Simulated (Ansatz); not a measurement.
# Cu6H: the cost of one run

Computed with Ansatz 0.2.0 (DFT PBE, scalar-relativistic, plane waves, PAW, unless a step's input says otherwise).

15 further runs of the same task are left out: 1 that didn't finish, 14 set aside as unsound or not needed.

**1. Starting point**

Symmetry: Cm, No. 8, monoclinic system. The conventional cell has a = 8.891 Å, b = 5.133 Å, c = 22.124 Å, α = 90.00°, β = 90.00°, γ = 90.00°. Around Cu (site symmetry m) lie 9 Cu at 2.54 to 2.57 Å. Cu (site symmetry 1) has 9 Cu at 2.54 to 2.57 Å as nearest neighbours. Cu (site symmetry 1) has 12 Cu at 2.54 to 2.57 Å and 1 H at 2.79 Å as nearest neighbours. Cu (site symmetry m) is surrounded by 12 Cu at 2.54 to 2.57 Å. Around Cu (site symmetry 1) lie 2 H at 1.29 to 1.83 Å. Cu (site symmetry m) has 9 Cu at 2.54 to 2.57 Å and 2 H at 2.72 Å as nearest neighbours. Only part of the 10 independent sites is listed.

Structure file:

```xyz
14
Lattice="5.1332 0.0000 0.0000 -2.5666 4.4455 0.0000 0.0000 0.0000 22.1236" Properties=species:S:1:pos:R:3 pbc="T T T"
Cu    1.2833    0.7409    4.0000
Cu    0.0000    2.9637    4.0000
Cu    3.8499    0.7409    4.0000
Cu    2.5666    2.9637    4.0000
Cu    0.0000    1.4818    6.0617
Cu   -1.2833    3.7046    6.0617
Cu    2.5666    1.4818    6.0617
Cu    1.2833    3.7046    6.0617
Cu    0.0000    0.0000    8.1236
Cu   -1.2833    2.2228    8.1236
Cu    2.5666    0.0000    8.1236
Cu    1.2833    2.2228    8.1236
H     0.9583    0.7409    8.5736
H     1.6083    0.7409    8.5736
```

This is the geometry of the first run shown, built on a cell relaxed beforehand with the same method.

**2. The scan**

Atoms count from 1 in the order of the input.

H2 lies flat over one site of a rigid substrate while its bond length and height are varied.

The axes are (1) distance H13-H14: 8 values from 0.650 to 2.650 Å; (2) height of the H2 axis above the plane of Cu9: 9 values from 0.45 to 3.60 Å.

Nothing else is relaxed. Points are written as (first, second).

**3. Point (0.650 Å, 0.45 Å)**

The cell repeats along c, and a dipole correction in the vacuum removes the field between the copies.

Input file input.yaml:

```yaml
crystal:
  lattice:
    - [5.1332392708, 0.0, 0.0]
    - [-2.5666196354, 4.4455156122, 0.0]
    - [0.0, 0.0, 22.123628185]
  atoms:
    - { symbol: Cu, position: [0.3333333333, 0.1666666667, 0.1808021707] }
    - { symbol: Cu, position: [0.3333333333, 0.6666666667, 0.1808021707] }
    - { symbol: Cu, position: [0.8333333333, 0.1666666667, 0.1808021707] }
    - { symbol: Cu, position: [0.8333333333, 0.6666666667, 0.1808021707] }
    - { symbol: Cu, position: [0.1666666667, 0.3333333333, 0.2739941019] }
    - { symbol: Cu, position: [0.1666666667, 0.8333333333, 0.2739941019] }
    - { symbol: Cu, position: [0.6666666667, 0.3333333333, 0.2739941019] }
    - { symbol: Cu, position: [0.6666666667, 0.8333333333, 0.2739941019] }
    - { symbol: Cu, position: [0.0, 0.0, 0.3671924025] }
    - { symbol: Cu, position: [0.0, 0.5, 0.3671924025] }
    - { symbol: Cu, position: [0.5, 0.0, 0.3671924025] }
    - { symbol: Cu, position: [0.5, 0.5, 0.3671924025] }
    - { symbol: H, position: [0.2700204849, 0.1666666667, 0.3875326467] }
    - { symbol: H, position: [0.3966461818, 0.1666666667, 0.3875326467] }
basis:
  ecutwfc: 420
kpoints:
  mp_grid: { grid: [6, 6, 1] }
hamiltonian:
  xc: pbe
scf:
  occupations: { method: gaussian, width: 0.1 }
output:
  forces: true
  eigenvalues: true
efield:
  axis: 3
  dipole_correction: true
  ramp_width: 0.04
```

Command:

```bash
ansatz run input.yaml --threads 4 --pin off --max-ram 12288MiB --backend cpu --events-out ev --progress --plain --runs-dir out
```

What time and memory should one allow on 4 threads of Intel Xeon 6975P-C (Granite Rapids), shared host?

About 12 s, with a peak of 1.8 GiB.
